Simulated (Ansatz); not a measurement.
## Mg and the effect of the dispersion correction

The cell as given:

Symmetry: P6_3/mmc, No. 194, hexagonal system. Conventional cell: a = 3.177 Å, b = 3.177 Å, c = 10.319 Å, α = 90.00°, β = 90.00°, γ = 120.00°. Mg (site symmetry -6m2) is surrounded by 12 Mg at 3.17 to 3.18 Å. Mg (site symmetry -3m) is surrounded by 12 Mg at 3.17 to 3.18 Å.

Kept alike: task relaxation of cell and atoms; functional r2SCAN; k mesh 10 × 10 × 3; occupations fermi-dirac, width 0.05 eV; no spin polarisation. Program: Ansatz, Ansatz PAW, cutoff 500 eV. The mesh is that of the run's cell of 4 atoms. No spin-orbit coupling.

```csv
dispersion correction,volume (Å³/atom),first edge of the run's cell (Å),third edge of the run's cell (Å)
D3(BJ),22.122,3.147,10.319
D3(BJ)-ATM,22.269,3.151,10.358
D4,22.606,3.167,10.410
none,22.722,3.171,10.439
rVV10,22.608,3.167,10.410
```

The relaxations keep at least the cell's symmetry (P6_3/mmc). For a metal such a mesh leaves the last digits unconverged. Relaxations stop with a little pressure left, so the last digits of a volume or edge aren't settled. All rows use potentials made for PBE.

Q: What does the dispersion correction change here?

A: The volume runs from 22.122 (D3(BJ)) to 22.722 Å³/atom (none). Against no correction: D3(BJ) -2.6 %; D3(BJ)-ATM -2.0 %; D4 -0.5 %; rVV10 -0.5 %. Dispersion terms mostly attract and so lower the volume; the schemes' coefficients and damping set how far. The first edge of the run's cell runs from 3.147 (D3(BJ)) to 3.171 Å (none). The third edge of the run's cell runs from 10.319 (D3(BJ)) to 10.439 Å (none).
